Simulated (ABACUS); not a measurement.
# Pd (Fm-3m) in ABACUS: notebook, part 2 of 3

ABACUS 3.10.1. Earlier steps stand in the parts before.

### Step 3. Relaxation of cell and atoms, SOGGA

Contents of run_abacus.py:

```python
"""ABACUS run from a structure file: ASE reads it, the script writes STRU, KPT and INPUT."""
import re
import subprocess
import spglib
from ase import Atoms
from ase.io import read
from ase.units import Bohr

atoms = read("Pd.cif")
cell, frac, numbers = spglib.standardize_cell((atoms.cell[:], atoms.get_scaled_positions(), atoms.numbers), to_primitive=True, symprec=1e-4)
atoms = Atoms(numbers=numbers, cell=cell, scaled_positions=frac, pbc=True)  # the primitive cell
atoms = atoms[(-atoms.numbers).argsort(kind="stable")]  # ABACUS lists atoms element by element
pseudo = {'Pd': 'Pd.upf'}
orbital = {}
magmoms = None
kmesh = [10, 10, 10]
params = {
    'suffix': 'Pd',
    'calculation': 'cell-relax',
    'basis_type': 'pw',
    'pseudo_dir': './',
    'symmetry': 1,
    'dft_functional': 'GGA_X_SOGGA+GGA_C_PBE',
    'ecutwfc': 82,
    'pseudo_rcut': 10,
    'nspin': 1,
    'nbands': 13,
    'ks_solver': 'dav',
    'smearing_method': 'fd',
    'smearing_sigma': 0.00367493,
    'scf_thr': 1e-08,
    'scf_nmax': 100,
    'mixing_type': 'broyden',
    'mixing_beta': 0.7,
    'cal_force': 1,
    'cal_stress': 1,
    'relax_nmax': 60,
    'force_thr_ev': 0.02,
    'relax_method': 'cg',
    'out_stru': 1,
    'stress_thr': 0.5,
    'kpar': 4,
}

symbols = atoms.get_chemical_symbols()
elements = list(dict.fromkeys(symbols))
lines = ["ATOMIC_SPECIES"] + [f"{e} {atoms.get_masses()[symbols.index(e)]:.4f} {pseudo[e]}" for e in elements]
if orbital:
    lines += ["", "NUMERICAL_ORBITAL"] + [orbital[e] for e in elements]
lines += ["", "LATTICE_CONSTANT", f"{1 / Bohr:.10f}", "", "LATTICE_VECTORS"]
lines += [" ".join(f"{x:.10f}" for x in v) for v in atoms.cell]
lines += ["", "ATOMIC_POSITIONS", "Direct"]
for e in elements:
    lines += ["", e, "0.0", str(symbols.count(e))]
    for i, p in enumerate(atoms.get_scaled_positions(wrap=False)):
        if symbols[i] == e:
            mag = "" if magmoms is None else " mag " + " ".join(str(x) for x in (magmoms[i] if isinstance(magmoms[i], list) else [magmoms[i]]))
            lines.append(" ".join(f"{x:.10f}" for x in p) + " 1 1 1" + mag)
open("STRU", "w").write("\n".join(lines) + "\n")
open("KPT", "w").write("K_POINTS\n0\nGamma\n%d %d %d 0 0 0\n" % tuple(kmesh))
open("INPUT", "w").write("INPUT_PARAMETERS\n" + "".join(f"{k:<20s}{v}\n" for k, v in params.items()))

done = subprocess.run(['mpirun', '-np', '4', 'abacus'])
if done.returncode:
    raise SystemExit(done.returncode)
log = open("OUT.Pd/running_cell-relax.log").read()
print("final energy (eV):", re.findall(r"FINAL_ETOT_IS (\S+)", log))
```

Contents of Pd.cif:

```cif
data_Pd
_cell_length_a 3.89300000
_cell_length_b 3.89300000
_cell_length_c 3.89300000
_cell_angle_alpha 90.00000000
_cell_angle_beta 90.00000000
_cell_angle_gamma 90.00000000
_space_group_name_H-M_alt 'Fm-3m'
_space_group_name_Hall '-F 4 2 3'
_space_group_IT_number 225
loop_
_space_group_symop_operation_xyz
'x,y,z'
'-x,-y,-z'
'-y,x,z'
'y,-x,-z'
'-x,-y,z'
'x,y,-z'
'y,-x,z'
'-y,x,-z'
'x,-y,-z'
'-x,y,z'
'-y,-x,-z'
'y,x,z'
'-x,y,-z'
'x,-y,z'
'y,x,-z'
'-y,-x,z'
'z,x,y'
'-z,-x,-y'
'z,-y,x'
'-z,y,-x'
'z,-x,-y'
'-z,x,y'
'z,y,-x'
'-z,-y,x'
'-z,x,-y'
'z,-x,y'
'-z,-y,-x'
'z,y,x'
'-z,-x,y'
'z,x,-y'
'-z,y,x'
'z,-y,-x'
'y,z,x'
'-y,-z,-x'
'x,z,-y'
'-x,-z,y'
'-y,z,-x'
'y,-z,x'
'-x,z,y'
'x,-z,-y'
'-y,-z,x'
'y,z,-x'
'-x,-z,-y'
'x,z,y'
'y,-z,-x'
'-y,z,x'
'x,-z,y'
'-x,z,-y'
'x,y+1/2,z+1/2'
'-x,-y+1/2,-z+1/2'
'-y,x+1/2,z+1/2'
[... 62 lines left out ...]
'-z+1/2,-x,-y+1/2'
'z+1/2,-y,x+1/2'
'-z+1/2,y,-x+1/2'
'z+1/2,-x,-y+1/2'
'-z+1/2,x,y+1/2'
'z+1/2,y,-x+1/2'
'-z+1/2,-y,x+1/2'
'-z+1/2,x,-y+1/2'
'z+1/2,-x,y+1/2'
'-z+1/2,-y,-x+1/2'
'z+1/2,y,x+1/2'
'-z+1/2,-x,y+1/2'
'z+1/2,x,-y+1/2'
'-z+1/2,y,x+1/2'
'z+1/2,-y,-x+1/2'
'y+1/2,z,x+1/2'
'-y+1/2,-z,-x+1/2'
'x+1/2,z,-y+1/2'
'-x+1/2,-z,y+1/2'
'-y+1/2,z,-x+1/2'
'y+1/2,-z,x+1/2'
'-x+1/2,z,y+1/2'
'x+1/2,-z,-y+1/2'
'-y+1/2,-z,x+1/2'
'y+1/2,z,-x+1/2'
'-x+1/2,-z,-y+1/2'
'x+1/2,z,y+1/2'
'y+1/2,-z,-x+1/2'
'-y+1/2,z,x+1/2'
'x+1/2,-z,y+1/2'
'-x+1/2,z,-y+1/2'
'x+1/2,y+1/2,z'
'-x+1/2,-y+1/2,-z'
'-y+1/2,x+1/2,z'
'y+1/2,-x+1/2,-z'
'-x+1/2,-y+1/2,z'
'x+1/2,y+1/2,-z'
'y+1/2,-x+1/2,z'
'-y+1/2,x+1/2,-z'
'x+1/2,-y+1/2,-z'
'-x+1/2,y+1/2,z'
'-y+1/2,-x+1/2,-z'
'y+1/2,x+1/2,z'
'-x+1/2,y+1/2,-z'
'x+1/2,-y+1/2,z'
'y+1/2,x+1/2,-z'
'-y+1/2,-x+1/2,z'
'z+1/2,x+1/2,y'
'-z+1/2,-x+1/2,-y'
'z+1/2,-y+1/2,x'
'-z+1/2,y+1/2,-x'
'z+1/2,-x+1/2,-y'
'-z+1/2,x+1/2,y'
'z+1/2,y+1/2,-x'
'-z+1/2,-y+1/2,x'
'-z+1/2,x+1/2,-y'
'z+1/2,-x+1/2,y'
'-z+1/2,-y+1/2,-x'
'z+1/2,y+1/2,x'
'-z+1/2,-x+1/2,y'
'z+1/2,x+1/2,-y'
'-z+1/2,y+1/2,x'
'z+1/2,-y+1/2,-x'
'y+1/2,z+1/2,x'
'-y+1/2,-z+1/2,-x'
'x+1/2,z+1/2,-y'
'-x+1/2,-z+1/2,y'
'-y+1/2,z+1/2,-x'
'y+1/2,-z+1/2,x'
'-x+1/2,z+1/2,y'
'x+1/2,-z+1/2,-y'
'-y+1/2,-z+1/2,x'
'y+1/2,z+1/2,-x'
'-x+1/2,-z+1/2,-y'
'x+1/2,z+1/2,y'
'y+1/2,-z+1/2,-x'
'-y+1/2,z+1/2,x'
'x+1/2,-z+1/2,y'
'-x+1/2,z+1/2,-y'
loop_
_atom_site_label
_atom_site_type_symbol
_atom_site_symmetry_multiplicity
_atom_site_Wyckoff_symbol
_atom_site_fract_x
_atom_site_fract_y
_atom_site_fract_z
_atom_site_occupancy
Pd1 Pd 4 a 0.0000000000 0.0000000000 0.0000000000 1
```

Potentials or basis: Ansatz NC PBE, plane waves.

On the command line:

```sh
$ OMP_NUM_THREADS=1 python run_abacus.py > log
```

running log:

```text
[... set-up lines left out ...]
 PW ALGORITHM --------------- ION=   1  ELEC=   1--------------------------------

 Density error is 0.317925758725
                          Error Threshold = 0.01
----------------------------------------------------------
     Energy           Rydberg                 eV
----------------------------------------------------------
 E_KohnSham     -270.2218767990      -3676.5572487211
 E_Harris       -277.0664002104      -3769.6817672101
 E_Fermi        1.6035067891         21.8168291135
----------------------------------------------------------
[... 119 lines left out ...]
 Largest gradient in stress is 51.779587 kbar.
 Threshold is 0.500000 kbar.

 Relaxation is not converged yet!
DIRECT COORDINATES
    atom                   x                   y                   z     mag                  vx                  vy                  vz
taud_Pd1            0.0000000000        0.0000000000        0.0000000000  0.0000        0.0000000000        0.0000000000        0.0000000000

                          Volume (Bohr^3) = 92.589089
                             Volume (A^3) = 13.720271

 Lattice vectors: (Cartesian coordinate: in unit of a_0)
            +0.000000           +1.900106           +1.900106
            +1.900106           -0.000000           +1.900106
            +1.900106           +1.900106           +0.000000
 Reciprocal vectors: (Cartesian coordinate: in unit of 2 pi/a_0)
            -0.263143           +0.263143           +0.263143
            +0.263143           -0.263143           +0.263143
            +0.263143           +0.263143           -0.263143

 -------------------------------------------
[... 87 lines left out ...]

 -------------------------------------------
 STEP OF RELAXATION : 3
 -------------------------------------------

[... set-up of the moved cell ...]

 PW ALGORITHM --------------- ION=   3  ELEC=   1--------------------------------
 Notice: Threshold on eigenvalues was too large.
 hsover_error=0.180000 > DRHO=0.001987
 Origin diag ethr = 0.010000
 New diag ethr = 0.000011

 Density error is 0.001744561075
                          Error Threshold = 0.000011036392
----------------------------------------------------------
     Energy           Rydberg                 eV
----------------------------------------------------------
 E_KohnSham     -270.3431999428      -3678.2079347758
 E_Harris       -270.8280131189      -3684.8041564357
 E_Fermi        1.5126711196         20.5809464262
----------------------------------------------------------

[... 4 further cycles ...]
 PW ALGORITHM --------------- ION=   3  ELEC=   6--------------------------------

 Density error is 0.000000000095
                          Error Threshold = 0.000000000179
----------------------------------------------------------
     Energy           Rydberg                 eV
----------------------------------------------------------
 E_KohnSham     -270.3439749082      -3678.2184787202
 E_KS(sigma->0) -270.3434544039      -3678.2113968961
 E_Harris       -270.3438848238      -3678.2172530588
 E_band         -9.3648171935        -127.4148745604
 E_one_elec     -75.3171896068       -1024.7429359987
 E_Hartree      50.4004412360        685.7331825234
 E_xc           -41.7645364100       -568.2356695040
 E_Ewald        -203.6616491188      -2770.9588920928
 E_entropy(-TS) -0.0010410086        -0.0141636482
 E_descf        0.0000000000         0.0000000000
[... 119 lines left out ...]
 Largest gradient in stress is 0.435093 kbar.
 Threshold is 0.500000 kbar.

 Relaxation is converged!

 --------------------------------------------
 !FINAL_ETOT_IS -3678.2184787202427287 eV
 --------------------------------------------
```

Wall time 7.6 s (4 MPI ranks of AMD EPYC 9R14 (Zen 4), shared host); peak memory 0.36 GiB.

Results:

| Item | Value |
| --- | --- |
| Free energy | -3678.2185 eV |
| Relaxed volume | 14.38 Å³/atom |
| Relaxed cell | a = 2.729 Å, b = 2.729 Å, c = 2.729 Å, α = 60.00°, β = 60.00°, γ = 60.00° |
| Space group after relaxing (to 0.05 Å) | Fm-3m (No. 225) |
| Energy gained by relaxing | 6.3 meV/atom |
| Ionic steps | 3 |
| Pressure after relaxing | 0.0 GPa |
| Band gap on the k mesh | none (metal or under the smearing width) |

The path:
| step | energy change (eV) | largest force (eV/Å) | pressure (GPa) | volume (Å³) |
| --- | --- | --- | --- | --- |
| 1 | 0.0000 | 0.0000 | -5.18 | 14.75 |
| 2 | 0.0156 | 0.0000 | 11.39 | 13.72 |
| 3 | -0.0063 | 0.0000 | -0.04 | 14.38 |

Final structure:
```yaml
crystal:
  lattice:
    - [0.00000, 1.92989, 1.92989]
    - [1.92989, 0.00000, 1.92989]
    - [1.92989, 1.92989, 0.00000]
  atoms:
    - { symbol: Pd, position: [0.00000, 0.00000, 0.00000] }
```

Caveat: the potentials were made for another functional, which shifts forces and pressure.

### Step 4. Single point, BLYP

Edit run_abacus.py of step 3 so:

```diff
@@ -3,4 +3,2 @@
 import subprocess
-import spglib
-from ase import Atoms
 from ase.io import read
@@ -8,25 +6,24 @@
 
-atoms = read("Pd.cif")
-cell, frac, numbers = spglib.standardize_cell((atoms.cell[:], atoms.get_scaled_positions(), atoms.numbers), to_primitive=True, symprec=1e-4)
-atoms = Atoms(numbers=numbers, cell=cell, scaled_positions=frac, pbc=True)  # the primitive cell
+atoms = read("Pd.xyz")
 atoms = atoms[(-atoms.numbers).argsort(kind="stable")]  # ABACUS lists atoms element by element
-pseudo = {'Pd': 'Pd.upf'}
-orbital = {}
+pseudo = {'Pd': 'Pd_ONCV_PBE-1.2.upf'}
+orbital = {'Pd': 'Pd_confined-atom_7au_2s2p2d1f.orb'}
 magmoms = None
-kmesh = [10, 10, 10]
+kmesh = [11, 11, 11]
 params = {
     'suffix': 'Pd',
-    'calculation': 'cell-relax',
-    'basis_type': 'pw',
+    'calculation': 'scf',
+    'basis_type': 'lcao',
     'pseudo_dir': './',
+    'orbital_dir': './',
     'symmetry': 1,
-    'dft_functional': 'GGA_X_SOGGA+GGA_C_PBE',
-    'ecutwfc': 82,
+    'dft_functional': 'GGA_X_B88+GGA_C_LYP',
+    'ecutwfc': 100,
     'pseudo_rcut': 10,
     'nspin': 1,
-    'nbands': 13,
-    'ks_solver': 'dav',
+    'nbands': 19,
+    'ks_solver': 'genelpa',
     'smearing_method': 'fd',
     'smearing_sigma': 0.00367493,
-    'scf_thr': 1e-08,
+    'scf_thr': 1e-07,
     'scf_nmax': 100,
@@ -36,8 +33,4 @@
     'cal_stress': 1,
-    'relax_nmax': 60,
-    'force_thr_ev': 0.02,
-    'relax_method': 'cg',
-    'out_stru': 1,
-    'stress_thr': 0.5,
-    'kpar': 4,
+    'out_mul': 1,
+    'out_chg': 1,
 }
@@ -65,3 +58,3 @@
     raise SystemExit(done.returncode)
-log = open("OUT.Pd/running_cell-relax.log").read()
+log = open("OUT.Pd/running_scf.log").read()
 print("final energy (eV):", re.findall(r"FINAL_ETOT_IS (\S+)", log))
```

Contents of Pd.xyz:

```xyz
1
Lattice="0.0000000000 1.9465000000 1.9465000000 1.9465000000 0.0000000000 1.9465000000 1.9465000000 1.9465000000 0.0000000000" Properties=species:S:1:pos:R:3 pbc="T T T"
Pd     0.0000000000      0.0000000000      0.0000000000
```

Potentials or basis: SG15 ONCV 1.2 PBE, DZP LCAO (the cutoffs set its grid).

On the command line:

```sh
$ OMP_NUM_THREADS=1 python run_abacus.py > log
```

Wall time 3.6 s (4 MPI ranks of Intel Xeon Platinum 8559C (Emerald Rapids), shared host); peak memory 0.36 GiB.

Results (log left out):

- Free energy: -3443.2940 eV
- Pressure: 9.9 GPa
- Band gap on the k mesh: none (metal or under the smearing width)

Levels at points of the mesh, in eV from the Fermi level:
```tsv
k point	band 7	band 8	band 9	band 10	band 11	band 12
(0.00, 0.00, 0.00)	-2.95	-2.95	-1.34	-1.34	18.25	24.00
```

Caveat: the atomic orbitals were generated for these runs and aren't a published set; the potentials were made for another functional, which shifts forces and pressure; the basis of atomic orbitals isn't converged, which shifts pressures, moduli and gaps.

(Part 2 of 3 ends here.)
